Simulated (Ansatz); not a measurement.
The system is PbS.

```
Pb S
1.0
     3.65366    0.00000    0.00000
     0.00000    3.65366    0.00000
     0.00000    0.00000    3.65366
Pb S
1 1
Cartesian
  0.0000 0.0000 0.0000
  1.8268 1.8268 1.8268
```

Measurements of this composition are mostly on another form, of space group No. 225.

```yaml
Program: Ansatz 0.2.0
Task: relaxation of cell and atoms
Functional: r2SCAN
Dispersion: rVV10
Potentials_or_basis: Ansatz PAW
Cutoff: "500 eV (not typed: the program's choice for these potentials)"
k_mesh: 7 × 7 × 7
Occupations: fermi-dirac, width 0.05 eV
Spin: no spin polarisation
```

At the start: volume 24.39 Å³/atom.

Problem. How do energy, volume and symmetry change on relaxing?

Solution. It ends after 4 steps and the volume is 23.66 Å³/atom (-3.0 %); space group Pm-3m (No. 221, to 0.05 Å).

The path:
| step | energy change (eV) | largest force (eV/Å) | volume (Å³) |
| --- | --- | --- | --- |
| 1 | 0.0000 | 0.0000 | 48.77 |
| 2 | -0.0076 | 0.0000 | 46.74 |
| 3 | -0.0088 | 0.0000 | 47.31 |
| 4 | -0.0087 | 0.0000 | 47.31 |

Final structure:
```cif
data_structure
_symmetry_space_group_name_H-M 'P 1'
_symmetry_Int_Tables_number 1
_cell_length_a 3.6168
_cell_length_b 3.6168
_cell_length_c 3.6168
_cell_angle_alpha 90.000
_cell_angle_beta 90.000
_cell_angle_gamma 90.000
_cell_volume 47.31
loop_
_atom_site_label
_atom_site_type_symbol
_atom_site_fract_x
_atom_site_fract_y
_atom_site_fract_z
_atom_site_occupancy
Pb1 Pb 0.00000 0.00000 0.00000 1
S1 S 0.50000 0.50000 0.50000 1
```

Caveat: the plane-wave basis is chosen anew once the cell has moved, so the energies of steps on either side of that aren't comparable; the PAW data sets come from PBE, with cores solved anew for the run's functional, which leaves a small shift of forces and pressure.
